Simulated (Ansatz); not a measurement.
This guess for Si2C3 is about to be relaxed.

```cif
data_structure
_symmetry_space_group_name_H-M 'P-3m1'
_symmetry_Int_Tables_number 164
_cell_length_a 2.7257
_cell_length_b 2.7257
_cell_length_c 21.3970
_cell_angle_alpha 90.000
_cell_angle_beta 90.000
_cell_angle_gamma 120.000
_cell_volume 137.67
loop_
_atom_site_label
_atom_site_type_symbol
_atom_site_symmetry_multiplicity
_atom_site_Wyckoff_symbol
_atom_site_fract_x
_atom_site_fract_y
_atom_site_fract_z
_atom_site_occupancy
Si1 Si 2 d 0.33333 0.66667 0.05000 1
Si2 Si 2 d 0.33333 0.66667 0.25000 1
C1 C 2 d 0.33333 0.66667 0.85000 1
C2 C 2 d 0.33333 0.66667 0.45000 1
C3 C 2 d 0.33333 0.66667 0.65000 1
```

Level of theory: DFT PBE, scalar-relativistic, plane waves, PAW (Ansatz 0.2.0). Cutoff 420 eV, Gaussian smearing, Γ-centred meshes. Cell and atoms relax first on a coarse mesh and then on a finer one. In between, the cell is made exact in the group found at 0.06 Å. In metals the finer mesh still leaves noise of several meV/atom or more. The steps can't lower the symmetry of their start. No spin polarisation in the relaxation; trial moments died out in a coarse test.

A guess keeps its type if space group and coordination stay and the shape of the cell changes little (axis ratios within about 15 %, angles within 6°); the volume may change.

Problem. Does this structure survive the relaxation?

Solution. It doesn't keep its type. The symmetry stays P-3m1 (No. 164). The volume per atom shrinks by 7.2 %, from 13.8 to 12.8 Å³. The shortest distance goes from 2.66 Å (Si–C, C–C and Si–Si) to 1.54 Å (C–C). The ratio c/a of the conventional cell changes by a factor of 1.00. Counting neighbours within 15 % of an atom's shortest distance, the start has C 12, Si 12 and the end C 3/6, Si 3. In detail, at the end Si on its first site is surrounded by 3 C at 1.91 Å and 1 Si at 2.41 Å; around Si on its second site lie 3 C at 2.00 Å and 1 Si at 2.41 Å; C on its first site has 6 Si at 1.91–2.00 Å; 2 more sites not described.

Space group P-3m1 (No. 164). a = 2.663 Å, b = 2.663 Å, c = 20.800 Å, α = 90.00°, β = 90.00°, γ = 120.00°
```csv
atom,site,symmetry,x,y,z
Si,2d,3m.,0.3333,0.6667,0.0514
Si,2d,3m.,0.3333,0.6667,0.1674
C,2d,3m.,0.3333,0.6667,0.8941
C,2d,3m.,0.3333,0.6667,0.3865
C,2d,3m.,0.3333,0.6667,0.6135
```

Formation energies are uncorrected and refer to the elements' standard structures at the same level.

Problem. At what energy does it end?

Solution. +0.71 eV/atom. A positive value: parting into the elements would lower its energy.

The last run used an 18×18×2 mesh (in the run's order of axes) for its 10-atom cell and Gaussian smearing of 0.10 eV. No dispersion correction is applied, so the spacing and binding between layers, chains or molecules are poorly described. The reference form of C is held partly by dispersion forces, which this level lacks. A structure relaxed within its symmetry needn't be a true minimum. Another cell of Si2C3 relaxed alike, in R-3m, lies 132 meV/atom lower, so this cell isn't the stable form at this level.

In counts of neighbours, a slash parts the counts of unlike sites.
